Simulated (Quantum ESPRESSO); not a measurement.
CuCl2:

```
Cu Cl
1.0
    -2.25486    2.25486    6.85990
     2.25486   -2.25486    6.85990
     2.25486    2.25486   -6.85990
Cu Cl
1 2
Cartesian
  0.0000 0.0000 0.0000
  2.2549 0.0000 0.0000
  0.0000 2.2549 0.0000
```

Measurements of this composition are mostly on another form, of space group No. 12.

```yaml
Program: Quantum ESPRESSO 7.5
Task: relaxation of cell and atoms
Functional: PBEsol
Potentials_or_basis: GBRV 1.5 PBEsol
Cutoff: 762 eV
Density_cutoff: 6095 eV
k_mesh: 4 × 4 × 4
Occupations: fermi-dirac, width 0.05 eV
Spin: no spin polarisation
```

At the start: pressure -1.0 GPa; volume 46.50 Å³/atom.

Task: Where does the relaxation end?

Result: Over 14 steps the energy falls by 5.6 meV/atom and the volume is 45.11 Å³/atom (-3.0 %); space group I4/mmm (No. 139, to 0.05 Å).

Step by step:
```tsv
step	energy change (eV)	largest force (eV/Å)	pressure (GPa)	volume (Å³)
1	0.0000	0.0000	-0.99	139.51
2	-0.0033	0.0000	-0.92	139.11
3	-0.0085	0.0000	-0.71	138.35
4	-0.0137	0.0000	-0.47	137.30
5	-0.0166	0.0000	-0.16	136.08
6	-0.0159	0.0000	0.19	134.80
7	-0.0159	0.0000	0.19	134.81
8	-0.0160	0.0000	0.18	134.85
9	-0.0161	0.0000	0.15	134.90
10	-0.0162	0.0000	0.13	134.97
11	-0.0164	0.0000	0.10	135.05
12	-0.0165	0.0000	0.08	135.13
13	-0.0166	0.0000	0.05	135.23
14	-0.0167	0.0000	0.01	135.33
```

Final structure:
```
Cu Cl
1.0
     7.53592    0.03691    0.00000
     4.88600    5.73746    0.00000
    -6.21096   -2.88719    3.14318
Cu Cl
1 2
Cartesian
  0.0000 0.0000 0.0000
  -0.6625 1.4251 1.5716
  0.6625 -1.4251 1.5716
```

Caveat: the k mesh is coarse (spacing up to 0.49 Å⁻¹), so the values aren't converged; an odd number of electrons without spin polarisation forces a metal; a magnetic or distorted state may lie lower; the run has no spin polarisation, though such a crystal can be magnetic.
